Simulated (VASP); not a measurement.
**Si: single point with PBE**

Si:

```
Si
1.0
     3.85128    0.00000    0.00000
    -1.92564    3.33531    0.00000
     0.00000    0.00000    6.36502
Si
4
Direct
  0.33333 0.66667 0.06293
  0.66667 0.33333 0.56293
  0.33333 0.66667 0.43707
  0.66667 0.33333 0.93707
```

This isn't the form of Si at room conditions, which is diamond.

| Item | Value |
| --- | --- |
| Program | VASP 6.6.1 |
| Task | single point |
| Functional | PBE |
| Potentials or basis | VASP PAW PBE potentials, release 64 (Si) |
| Cutoff | 520 eV |
| k mesh | 12 × 12 × 6 |
| Occupations | gaussian, width 0.02 eV |
| Spin | no spin polarisation |

| Item | Value |
| --- | --- |
| Pressure | -0.1 GPa |
| Band gap on the k mesh | 0.45 eV, indirect (least direct gap 0.99 eV) |

Levels at points of the mesh, in eV from the valence-band top:
```csv
k point,band 5,band 6,band 7,band 8,band 9,band 10,band 11,band 12
"(0.00, 0.00, 0.00)",-1.49,-0.33,0.00,0.00,0.99,2.02,2.02,2.32
"(0.50, 0.00, 0.00)",-4.58,-3.00,-2.92,-1.42,0.45,2.33,3.02,3.13
"(0.00, 0.00, 0.50)",-0.91,-0.91,-0.91,-0.91,1.77,1.77,2.99,2.99
"(0.50, 0.00, 0.50)",-2.41,-2.41,-2.38,-2.38,0.92,0.92,1.70,1.70
```

It took 46 s on 1 thread of AMD EPYC 9R45 (Zen 5), on a shared host, peak memory 0.19 GiB.

A k mesh can miss the band edges.
